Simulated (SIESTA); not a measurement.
Crystal: FePt (Tetraferroplatinum).

```
Pt Fe
1.0
     2.72350    0.00000    0.00000
     0.00000    2.72350    0.00000
     0.00000    0.00000    3.72000
Pt Fe
1 1
Direct
  0.50000 0.50000 0.50000
  0.00000 0.00000 0.00000
```

Alike in all runs: program SIESTA 5.4.2; functional PBE; potentials or basis PseudoDojo 0.4 standard (PBE files); basis DZP (energy shift 0.003 Ry; two zetas on semicore shells); grid cutoff 800 Ry; energy shift 0.003 Ry; k mesh 10 × 10 × 7; occupations fermi-dirac, width 0.05 eV.

Q: Only the start or the spin constraint differs. Which run ends lowest in energy?
A. collinear spin, ferromagnetic start of up to 3 μB; fixed moment 4
B. collinear spin, ferromagnetic start of up to 3 μB; fixed moment 0
C. collinear spin, ferromagnetic start of up to 3 μB; fixed moment 2
D. collinear spin, ferromagnetic start of up to 3 μB; fixed moment 3
E. collinear spin, ferromagnetic start of up to 3 μB; fixed moment 1

A: D.

```tsv
start	free energy over the lowest (meV/atom)	net moment (μB)	site or absolute moments (μB)	gap
collinear spin, ferromagnetic start of up to 3 μB; fixed moment 4	69.2	4.00	Pt +0.51; Fe +3.49	-
collinear spin, ferromagnetic start of up to 3 μB; fixed moment 0	425.4	0.00	-	-
collinear spin, ferromagnetic start of up to 3 μB; fixed moment 3	0.0	3.00	Pt +0.10; Fe +2.90	-
collinear spin, ferromagnetic start of up to 3 μB; fixed moment 1	364.6	1.00	Pt -0.11; Fe +1.11	-
collinear spin, ferromagnetic start of up to 3 μB; fixed moment 2	198.1	2.00	Pt -0.16; Fe +2.16	-
```

All polarised runs hold their moment fixed, so the table maps the energy against it. A still lower state may exist.

Caveats: the basis of atomic orbitals isn't converged, which shifts pressures, moduli and gaps; the total moment is fixed, so each spin has its own Fermi level; the moment is held away from its start (some runs); the starting moments collapsed, and a magnetic state may lie lower (some runs).
